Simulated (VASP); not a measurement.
Input of a VASP 6.6.1 run:

INCAR

```
ALGO     = Normal         # electronic algorithm
EDIFF    = 1E-6           # SCF threshold, eV
EDIFFG   = -0.01          # ionic threshold
ENCUT    = 600            # plane-wave cutoff, eV
GGA      = PS             # functional
IBRION   = 2              # ionic algorithm
ISIF     = 3              # what is computed and relaxed
ISMEAR   = 1              # smearing method
KPAR     = 2            
LASPH    = T              # aspherical terms in the spheres
LCHARG   = F              # write CHGCAR
LREAL    = F              # projectors in reciprocal space
LWAVE    = F              # write WAVECAR
NELM     = 80             # most SCF steps
NSW      = 90             # ionic steps
PREC     = Accurate       # precision mode
SIGMA    = 0.1            # smearing width, eV
```

File KPOINTS:

```
k-points
0
Gamma
  10 10 10
```

POSCAR

```
Cu3N
1.0
    3.8070000000      0.0000000000      0.0000000000
    0.0000000000      3.8070000000      0.0000000000
    0.0000000000      0.0000000000      3.8070000000
Cu N
3 1
Direct
    0.5000000000      0.0000000000      0.0000000000
    0.0000000000      0.5000000000      0.0000000000
    0.0000000000      0.0000000000      0.5000000000
    0.0000000000      0.0000000000      0.0000000000
```

Potentials or basis: VASP PAW PBE potentials, release 64 (Cu, N).

Launch:

```bash
$ cat potpaw_PBE.64/Cu/POTCAR potpaw_PBE.64/N/POTCAR > POTCAR
$ mpirun -np 2 vasp_std > vasp.out
```

Question: What does it give for the band gap on the k mesh?

Answer: 0.05 eV, indirect (least direct gap 0.59 eV).

Question: Estimate the relaxed volume.

Answer: 13.40 Å³/atom.

Question: Estimate the relaxed cell.

Answer: a = 3.771 Å, b = 3.771 Å, c = 3.771 Å, α = 90.00°, β = 90.00°, γ = 90.00°.

Final structure:
```xyz
4
Lattice="3.7705 0.0000 0.0000 0.0000 3.7705 0.0000 0.0000 0.0000 3.7705" Properties=species:S:1:pos:R:3 pbc="T T T"
Cu    1.8853    0.0000    0.0000
Cu    0.0000    1.8853    0.0000
Cu    0.0000    0.0000    1.8853
N     0.0000    0.0000    0.0000
```

Caveat: the PAW data sets were made with another functional, which shifts forces and pressure a little. A k mesh can miss the band edges.
